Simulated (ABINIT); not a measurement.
A run of ABINIT 10.8.3 (patched build) is set up as follows.

File run.abi:

```
ndtset 2

pp_dirpath "./"
pseudos "Mo.hgh, P.hgh"

acell 3.223 3.223 3.191 Angstrom
rprim
     1.0000000000     0.0000000000     0.0000000000
    -0.5000000000     0.8660254038     0.0000000000
     0.0000000000     0.0000000000     1.0000000000
ntypat 2
znucl 42 15
natom 2
typat 1 2
xcart
     0.0000000000     0.0000000000     0.0000000000
    -0.0000000002     1.8607999177     1.5955000000 Angstrom

ecut 24.0

ixc 7

occopt 3
tsmear 0.05 eV

nstep 100

iomode 3
prtwf 0
prteig 0
prtebands 0
enunit 1
prtden1 1
prtvha1 1
prtvclmb1 1
prtpot1 1
prtelf1 1

kptopt1 1
ngkpt1 10 10 8
nshiftk1 1
shiftk1 0.0 0.0 0.0
nband1 10
tolvrs1 1.0e-10

iscf2 -2
getden2 1
nband2 14
nbdbuf2 2
tolwfr2 1.0e-12
kptopt2 -7
ndivsm2 6
prteig2 1
prtvol2 -3
kptbounds2
     0.0000000000     0.0000000000     0.0000000000
     0.5000000000     0.0000000000     0.0000000000
     0.3333333333     0.3333333333     0.0000000000
     0.0000000000     0.0000000000     0.0000000000
     0.0000000000     0.0000000000     0.5000000000
     0.5000000000     0.0000000000     0.5000000000
     0.3333333333     0.3333333333     0.5000000000
     0.0000000000     0.0000000000     0.5000000000
```

Potentials or basis: HGH LDA.

Command:

```bash
$ abinit run.abi > log 2>&1
```

Problem. Estimate the band gap on the k mesh.

Solution. None (metal or under the smearing width).

Levels at the corners of the path, in eV from the Fermi level:
| point | band 2 | band 3 | band 4 | band 5 | band 6 | band 7 | band 8 | band 9 | band 10 | band 11 |
| --- | --- | --- | --- | --- | --- | --- | --- | --- | --- | --- |
| Γ | -4.09 | -3.27 | -3.27 | -0.60 | 0.23 | 0.23 | 4.37 | 4.37 | 6.01 | 9.22 |
| M | -7.30 | -3.93 | -3.68 | -1.18 | -0.48 | 1.85 | 2.51 | 4.96 | 6.47 | 8.65 |
| K | -6.59 | -5.26 | -3.73 | -1.58 | 0.02 | 0.85 | 0.94 | 7.27 | 9.37 | 10.75 |
| Γ | -4.09 | -3.27 | -3.27 | -0.60 | 0.23 | 0.23 | 4.37 | 4.37 | 6.01 | 9.22 |
| A | -7.86 | -2.72 | -2.72 | -1.67 | -1.67 | 1.45 | 3.25 | 3.25 | 8.20 | 9.54 |
| L | -6.16 | -5.35 | -4.43 | -1.06 | 1.50 | 2.02 | 3.71 | 5.06 | 6.58 | 6.96 |
| H | -6.84 | -5.77 | -3.37 | -1.28 | 1.74 | 3.40 | 4.27 | 4.43 | 4.97 | 5.82 |
| A | -7.86 | -2.72 | -2.72 | -1.67 | -1.67 | 1.45 | 3.25 | 3.25 | 8.20 | 9.54 |

Caveat: HGH potentials are hard and often keep d shells in the core, so these values are rough.
